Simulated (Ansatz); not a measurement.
Wanted: the native input for an Ansatz 0.2.0 run.

```yaml
Task: phonons
Functional: PBEsol
Potentials_or_basis: all-electron LAPW, scalar-relativistic
Cutoff: 213 eV (chosen from the basis error)
Basis_error_allowed: 0.002 eV/atom
k_mesh: 12 × 12 × 12
Occupations: fermi-dirac, width 0.05 eV
Spin: no spin polarisation
```

TiSi2:

```
Ti Si
1.0
    -1.47287    1.71213    4.21208
     1.47287   -1.71213    4.21208
     1.47287    1.71213   -4.21208
Ti Si
1 2
Direct
  0.00000 0.00000 0.00000
  0.67008 0.67008 0.00000
  0.32992 0.32992 0.00000
```

The cell comes from a database or a generator and needn't be the stable form of this composition.

One way to write it, as run:

input.yaml

```yaml
crystal:
  lattice:
    - [-1.472872, 1.71213, 4.212083]
    - [1.472872, -1.71213, 4.212083]
    - [1.472872, 1.71213, -4.212083]
  atoms:
    - { symbol: Ti, position: [0.0, 0.0, 0.0] }
    - { symbol: Si, position: [0.670078, 0.670078, 0.0] }
    - { symbol: Si, position: [0.329922, 0.329922, 0.0] }
kpoints:
  mp_grid: { grid: [12, 12, 12] }
scf:
  occupations: { method: fermi_dirac, width: 0.05 }
hamiltonian:
  xc: pbesol
  pseudopotentials: { kind: all_electron, lapw: { basis_error: 0.002 } }
output: {}
phonons:
  method: fd
  supercell: [1, 1, 1]
```

Potentials or basis: all-electron LAPW, scalar-relativistic.

Command:

```bash
$ ansatz run input.yaml --threads 2 --pin off --max-ram 8192MiB --backend cpu --events-out ev --progress --plain --runs-dir out
```

Results of the run:

The largest force is 0.067 eV/Å. The band gap on the k mesh is none (metal or under the smearing width) and the highest phonon frequency at Γ is 300 cm⁻¹.

Caveat: a metal's response needs a denser mesh.

Run time: 120 s on 2 threads of AMD EPYC 9R45 96-Core Processor (Zen 5), with other jobs on the host, peak memory 1.7 GiB.
